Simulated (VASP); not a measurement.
# AgCl (Pm-3m) in VASP: single point with LDA

Aim: the single point of AgCl with LDA.

Everything below comes from runs of VASP 6.6.1. Logs are shortened: lines on timing, memory, paths and dates and some standing lists are left out, and cuts for length are marked.

## 1. The structure

It takes space group Pm-3m (No. 221, cubic). Conventional cell: a = 3.434 Å, b = 3.434 Å, c = 3.434 Å, α = 90.00°, β = 90.00°, γ = 90.00°. Around Ag (site symmetry m-3m) lie 8 Cl at 2.97 Å. Cl (site symmetry m-3m) is surrounded by 8 Ag at 2.97 Å.

Measurements of this composition are mostly on another form, of space group No. 225.

## 2. Single point, LDA

INCAR

```
SYSTEM = AgCl
ALGO     = Normal         ! electronic algorithm
EDIFF    = 1E-6           ! SCF threshold, eV
ENCUT    = 520            ! plane-wave cutoff, eV
ISIF     = 2              ! what is computed and relaxed
ISMEAR   = 0              ! smearing method
LASPH    = .True.         ! aspherical terms in the spheres
LCHARG   = .False.        ! write CHGCAR
LREAL    = .False.        ! projectors in reciprocal space
LWAVE    = .False.        ! write WAVECAR
NBANDS   = 16             ! bands
NELM     = 60             ! most SCF steps
PREC     = Accurate       ! precision mode
SIGMA    = 0.1            ! smearing width, eV
```

KPOINTS

```
k-points
0
Gamma
  6 6 6
  0 0 0
```

POSCAR

```
AgCl
1.0
    3.4339730000      0.0000000000      0.0000000000
    0.0000000000      3.4339730000      0.0000000000
    0.0000000000      0.0000000000      3.4339730000
Ag Cl
1 1
Direct
    0.0000000000      0.0000000000      0.0000000000
    0.5000000000      0.5000000000      0.5000000000
```

Potentials or basis: VASP PAW LDA potentials, release 64 (Ag, Cl).

Command:

```bash
cat potpaw_LDA.64/Ag/POTCAR potpaw_LDA.64/Cl/POTCAR > POTCAR
mpirun -np 1 vasp_std > vasp.out
```

OUTCAR:

```text
SYSTEM = AgCl
   EDIFF = 1E-6
   ENCUT = 520
   ISIF = 2
   ISMEAR = 0
   LASPH = .True.
   LREAL = .False.
   NELM = 60
   PREC = Accurate

 ion  position               nearest neighbor table
   1  0.000  0.000  0.000-   2 2.97   2 2.97   2 2.97   2 2.97   2 2.97   2 2.97   2 2.97   2 2.97

   2  0.500  0.500  0.500-   1 2.97   1 2.97   1 2.97   1 2.97   1 2.97   1 2.97   1 2.97   1 2.97

  LATTYP: Found a simple cubic cell.
 ALAT       =     3.4339730000

  Lattice vectors:

 A1 = (   3.4339730000,   0.0000000000,   0.0000000000)
 A2 = (   0.0000000000,   3.4339730000,   0.0000000000)
 A3 = (   0.0000000000,   0.0000000000,   3.4339730000)

Analysis of symmetry for initial positions (statically):
=====================================================================
 Subroutine PRICEL returns:
 Original cell was already a primitive cell.

 Routine SETGRP: Setting up the symmetry group for a
 simple cubic supercell.

 Subroutine GETGRP returns: Found 48 space group operations
 (whereof 48 operations were pure point group operations)
 out of a pool of 48 trial point group operations.

The static configuration has the point symmetry O_h .

Analysis of symmetry for dynamics (positions and initial velocities):
=====================================================================
 Subroutine PRICEL returns:
 Original cell was already a primitive cell.

 Routine SETGRP: Setting up the symmetry group for a
 simple cubic supercell.

 Subroutine GETGRP returns: Found 48 space group operations
 (whereof 48 operations were pure point group operations)
 out of a pool of 48 trial point group operations.

The dynamic configuration has the point symmetry O_h .

 Subroutine INISYM returns: Found 48 space group operations
 (whereof 48 operations are pure point group operations),
 and found     1 'primitive' translations

----------------------------------------------------------------------------------------

                                     Primitive cell

  volume of cell :      40.4940

  direct lattice vectors                    reciprocal lattice vectors
     3.433973000  0.000000000  0.000000000     0.291207881  0.000000000  0.000000000
     0.000000000  3.433973000  0.000000000     0.000000000  0.291207881  0.000000000
     0.000000000  0.000000000  3.433973000     0.000000000  0.000000000  0.291207881

  length of vectors
     3.433973000  3.433973000  3.433973000     0.291207881  0.291207881  0.291207881

  position of ions in fractional coordinates (direct lattice)
     0.000000000  0.000000000  0.000000000
     0.500000000  0.500000000  0.500000000

  ion indices of the primitive-cell ions
[... 74 lines left out ...]
   IBRION =     -1    ionic relax: 0-MD 1-quasi-New 2-CG
   NFREE  =      0    steps in history (QN), initial steepest desc. (CG)
   ISIF   =      2    stress and relaxation
   ISYM   =      2    0-nonsym 1-usesym 2-fastsym
   POTIM  = 0.5000    time-step for ionic-motion
   TEBEG  =    0.0;   TEEND  =   0.0 temperature during run
   PSTRESS=    0.0 pullay stress
   NELECT =      18.0000    total number of electrons
   NUPDOWN=      -1.0000    fix difference up-down
   EMIN   =  10.00;   EMAX   =-10.00  energy-range for DOS
   EFERMI =   0.00;   METHOD = LEGACY
   ISMEAR =     0;   SIGMA  =   0.10  broadening in eV -4-tet -1-fermi 0-gaus
   EFERMI_NEDOS =   21; number of points for ismear=-14 and -15
   IALGO  =     38    algorithm
   IMIX   =      4    mixing-type and parameters
     AMIX     =   0.40;   BMIX     =  1.00
     AMIX_MAG =   1.60;   BMIX_MAG =  1.00
  volume/ion in A,a.u.               =      20.25       136.63
  Fermi-wavevector in a.u.,A,eV,Ry     =   1.249402  2.361027 21.238760  1.561005
  Thomas-Fermi vector in A             =   2.383444
   LORBIT       =      0    0 simple, 1 ext, 2 COOP (PROOUT), +10 PAW based schemes
   GGA     = CA    functional components
   LHFCALC =     F    Hartree Fock is set to
   AEXX    =    0.0000 exact exchange contribution
   IVDW    =     0    specifies the selected vdW correction
   LEPSILON=     F    determine dielectric tensor
   LRPA    =     F    only Hartree local field effects (RPA)
 non-spin polarized calculation
 Gauss-broadening in eV      SIGMA  =   0.10
  energy-cutoff  :      520.00
  volume of cell :       40.49
 maximum number of plane-waves:      1108
 NGX is ok and might be reduce to    28
   NGX = 13   NGY = 13   NGZ = 13

 number of electron      18.0000000 magnetization

 Free energy of the ion-electron system (eV)
  ---------------------------------------------------
  ext. energy  EPLUGINS =         0.00000000
  ---------------------------------------------------
  free energy    TOTEN  =        -6.39577328 eV

  energy without entropy =       -6.39565260  energy(sigma->0) =       -6.39571294

 E-fermi :   3.8561     XC(G=0): -10.8298

 val. band max:        3.6786619586   @ k =   0.5000   0.0000   0.0000
 cond. band min:       3.9827742963   @ k =   0.0000   0.0000   0.0000
 fundamental gap:      0.3041123378
 Fermi energy:         3.8561014855

 k-point     1 :       0.0000    0.0000    0.0000
  band No.  band energies     occupation
      1     -10.8109      2.00000
      2       0.8574      2.00000
      3       0.8574      2.00000
      4       1.8200      2.00000
      5       1.8200      2.00000
      6       1.8200      2.00000
[... 357 lines left out ...]
      3      -0.7040      2.00000
      4      -0.7040      2.00000
      5       2.1466      2.00000
      6       2.1466      2.00000
[... 8 lines left out ...]
     15      20.8405      0.00000
     16      20.8405      0.00000

------------------------ aborting loop because EDIFF is reached ----------------------------------------

  FORCE on cell =-STRESS in cart. coord.  units (eV):
  Direction    XX          YY          ZZ          XY          YZ          ZX
  --------------------------------------------------------------------------------------
  -------------------------------------------------------------------------------------
  Total       -1.9176142     -1.9176142     -1.9176142     -0.0000000      0.0000000      0.0000000
  in kB      -75.8719394    -75.8719394    -75.8719394     -0.0000000      0.0000000      0.0000000
  external PRESSURE =     -75.8719394 kB  Pullay stress =       0.0000000 kB

 VOLUME and BASIS-vectors are now :
 -----------------------------------------------------------------------------
  energy-cutoff  :      520.00
  volume of cell :       40.49
      direct lattice vectors                 reciprocal lattice vectors
     3.433973000  0.000000000  0.000000000     0.291207881  0.000000000  0.000000000
     0.000000000  3.433973000  0.000000000     0.000000000  0.291207881  0.000000000
     0.000000000  0.000000000  3.433973000     0.000000000  0.000000000  0.291207881

 POSITION                                       TOTAL-FORCE (eV/Angst)
 -----------------------------------------------------------------------------------
      0.00000      0.00000      0.00000         0.000000      0.000000      0.000000
      1.71699      1.71699      1.71699         0.000000      0.000000      0.000000
 -----------------------------------------------------------------------------------
    total drift:                                0.000000      0.000000      0.000000

  FREE ENERGIE OF THE ION-ELECTRON SYSTEM (eV)
  ---------------------------------------------------
  free  energy   TOTEN  =        -6.3957732802 eV

  energy  without entropy=       -6.3956526037  energy(sigma->0) =       -6.39571294
```

stdout:

```text
POSCAR found type information on POSCAR AgCl
 POSCAR found :  2 types and       2 ions
 scaLAPACK will be used
 LDA part: xc-table for (Slater(with rela. corr.)+CA(PZ))
 , standard interpolation
 POSCAR, INCAR and KPOINTS ok, starting setup
 FFT: planning ... GRIDC
 FFT: planning ... GRID_SOFT
 FFT: planning ... GRID
 WAVECAR not read
 entering main loop
```

Wall time 7.6 s (1 thread of AMD EPYC 7R13 (Zen 3), shared host); peak memory 0.11 GiB.

Results:

- Free energy: -6.3958 eV
- Pressure: -7.6 GPa
- Band gap on the k mesh: 0.30 eV, indirect (least direct gap 1.82 eV)

Levels at points of the mesh, in eV from the valence-band top:
```
           k point  band 5  band 6  band 7  band 8  band 9  band 10  band 11  band 12  band 13  band 14
(0.00, 0.00, 0.00)   -1.86   -1.86   -1.51   -1.51   -1.51     0.30     9.29     9.29    13.33    13.33
(0.50, 0.00, 0.00)   -2.67   -1.81   -1.48    0.00    0.00     4.63     5.31     9.25     9.80     9.80
(0.50, 0.50, 0.00)   -2.18   -2.15   -2.15   -1.55   -0.87     2.55     8.67     8.67    10.46    13.65
(0.50, 0.50, 0.50)   -1.53   -1.53   -0.19   -0.19   -0.19     4.53     4.53     4.53     6.44    17.16
```
